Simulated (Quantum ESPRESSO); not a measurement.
MgS (Niningerite):

```
CELL_PARAMETERS angstrom
0.00000 2.56649 2.56649
2.56649 0.00000 2.56649
2.56649 2.56649 0.00000
ATOMIC_POSITIONS crystal
S 0.50000 0.50000 0.50000
Mg 0.00000 0.00000 0.00000
```

The cell isn't the ideal one: volume scaled by 0.96.

```yaml
Program: Quantum ESPRESSO 7.5
Task: phonons
Functional: BLYP
Dispersion: D2
Potentials_or_basis: SPMS 1.0 PBE
Cutoff: 952 eV
Density_cutoff: 3810 eV
k_mesh: 4 × 4 × 4, shifted
Occupations: fermi-dirac, width 0.05 eV
Spin: no spin polarisation
Mixing_beta: 0.5
Most_SCF_iterations: 120
SCF_threshold: 4e-10 Ry
```

The first run showed a gap, so the response started from a second, tighter run with fixed occupations.

At X the frequencies are 136 136 187 284 284 334 cm⁻¹, at a pressure of 4.0 GPa.

Question: How do the modes respond when the cell is scaled evenly, at fixed shape?

Answer: The highest mode has a Grüneisen parameter of 2.21 and moves by +8.4 cm⁻¹ per GPa. None of the listed modes softens on compression. The pressures give a bulk modulus of about 88 GPa.

Frequencies at 99 % and 101 % of the volume (pressures 4.9 and 3.1 GPa), ions relaxed:
```csv
mode,99 % (cm⁻¹),101 % (cm⁻¹),Grüneisen parameter
1,136.0,135.2,0.30
2,136.0,135.2,0.30
3,188.7,186.1,0.68
4,291.9,276.5,2.70
5,291.9,276.5,2.70
6,341.1,326.4,2.21
```

Modes are matched by their order; those that don't vary smoothly over the three volumes are left out.

Caveat: the potentials were made for another functional, which shifts forces and pressure; the cell is more than 3 GPa from zero pressure, which shifts response properties.
